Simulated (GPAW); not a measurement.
Crystal: TiO.

```
Ti O
1.0
     3.03100    0.00000    0.00000
    -1.51550    2.62492    0.00000
     0.00000    0.00000    3.23770
Ti O
1 1
Cartesian
  1.5155 0.8750 0.0000
  0.0000 0.0000 1.6188
```

- Program: GPAW 26.7.0
- Task: relaxation of cell and atoms
- Functional: PBEsol
- Dispersion: D3(BJ)+ATM
- Potentials or basis: PAW data sets generated in the run's folder for this functional
- Cutoff: 800 eV
- Basis: pw
- k mesh: 9 × 9 × 7
- Occupations: fermi-dirac, width 0.05 eV
- Spin: no spin polarisation

At the start: pressure -43.3 GPa; volume 12.88 Å³/atom.

Task: Where does the relaxation end?

Result: Over 7 steps the energy falls by 690.2 meV/atom and the volume is 9.27 Å³/atom (-28.0 %); space group P-6m2 (No. 187, to 0.05 Å).

Step by step:
```
step  energy change (eV)  largest force (eV/Å)  pressure (GPa)  volume (Å³)
   1              0.0000                0.0000          -43.34        25.76
   2             -0.5014                0.0000          -39.72        23.91
   3             -1.3671                0.0000           -6.91        19.02
   4             -1.3763                0.0000            3.56        18.30
   5             -1.3792                0.0000            0.33        18.51
   6             -1.3797                0.0000            0.09        18.53
   7             -1.3804                0.0000           -0.10        18.55
```

Final structure:
```
Ti O
1.0
     2.77302    0.00000    0.00000
    -1.38651    2.40151    0.00000
     0.00000    0.00000    2.78522
Ti O
1 1
Direct
  0.66667 0.33333 0.00000
  0.00000 0.00000 0.50000
```

Caveat: later steps reuse the first step's grids; the volume moved by over 15 % at a fixed basis, so the end points are rough; pairwise dispersion overbinds metals, which lowers pressure and volume.
